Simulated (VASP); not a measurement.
Input of a VASP 6.6.1 run:

Contents of INCAR:

```
PREC     = Accurate       # precision mode
ENCUT    = 520            # plane-wave cutoff, eV
EDIFF    = 1E-6           # SCF threshold, eV
ISMEAR   = -1             # smearing method
SIGMA    = 0.05           # smearing width, eV
LREAL    = False          # projectors in reciprocal space
LASPH    = True           # aspherical terms in the spheres
NELM     = 100            # most SCF steps
ALGO     = Normal         # electronic algorithm
ISIF     = 2              # what is computed and relaxed
LWAVE    = False          # write WAVECAR
LCHARG   = False          # write CHGCAR
GGA      = PE             # functional
NBANDS   = 15             # bands
```

Contents of KPOINTS:

```
Automatic mesh
0
Gamma
  9 9 6
```

POSCAR

```
CaB2
1.0
    3.2264302843      0.0000000000      0.0000000000
   -1.6132151421      2.7941705897      0.0000000000
    0.0000000000      0.0000000000      4.0673920000
Ca B
1 2
Direct
    0.0000000000      0.0000000000      0.0000000000
    0.6666666667      0.3333333333      0.5000000000
    0.3333333333      0.6666666667      0.5000000000
```

Potentials or basis: VASP PAW PBE potentials, release 64 (Ca_sv, B).

Launch:

```sh
$ cat potpaw_PBE.64/Ca_sv/POTCAR potpaw_PBE.64/B/POTCAR > POTCAR
$ mpirun -np 1 vasp_std > vasp.out
```

Task: What does it give for the pressure?

Result: -0.2 GPa.

Task: Estimate the band gap on the k mesh.

Result: None (metal or under the smearing width).

Stress tensor (GPa, compression positive):
```
-0.54  0.00  0.00
 0.00 -0.54  0.00
 0.00  0.00  0.63
```
